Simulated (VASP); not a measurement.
A run of VASP 6.6.1 is set up as follows.

Contents of INCAR:

```
SYSTEM = ZrH
  PREC = Normal
  ENCUT = 520
  EDIFF = 1E-4
  ISMEAR = 0
  SIGMA = 0.15
  LREAL = .False.
  LASPH = .True.
  NELM = 60
  ALGO = Fast
  ISIF = 3
  LWAVE = .False.
  LCHARG = .False.
  GGA = PE
  IBRION = 2
  NSW = 24
  EDIFFG = -0.08
```

Contents of KPOINTS:

```
Automatic mesh
0
Gamma
  4 4 4
  0 0 0
```

File POSCAR:

```
ZrH
1.0
    0.0000000000      3.9009919200      3.9009919200
    3.9009919200      0.0000000000      3.9009919200
    3.9009919200      3.9009919200      0.0000000000
Zr H
4 4
Direct
    0.1250000000      0.1250000000      0.1250000000
    0.1250000000      0.1250000000      0.6250000000
    0.1250000000      0.6250000000      0.1250000000
    0.6250000000      0.1250000000      0.1250000000
    0.6250000000      0.6250000000      0.6250000000
    0.6250000000      0.6250000000      0.1250000000
    0.6250000000      0.1250000000      0.6250000000
    0.1250000000      0.6250000000      0.6250000000
```

Potentials or basis: VASP PAW PBE potentials, release 64 (Zr_sv, H).

The run is started by

```bash
$ cat potpaw_PBE.64/Zr_sv/POTCAR potpaw_PBE.64/H/POTCAR > POTCAR
$ mpirun -np 1 vasp_std > vasp.out
```

Problem. Estimate the space group after relaxing (to 0.05 Å).

Solution. Fd-3m (No. 227).

Problem. What does it give for the relaxed cell?

Solution. a = 5.562 Å, b = 5.562 Å, c = 5.562 Å, α = 60.00°, β = 60.00°, γ = 60.00°.

Step by step:
```
step  energy change (eV)  largest force (eV/Å)  pressure (GPa)  volume (Å³)
   1              0.0000                0.0000            1.83       118.73
   2             -0.0156                0.0000           -0.38       121.67
```

Caveat: the relaxation stopped at a loose force limit of 0.08 eV/Å, so its end isn't a converged minimum.
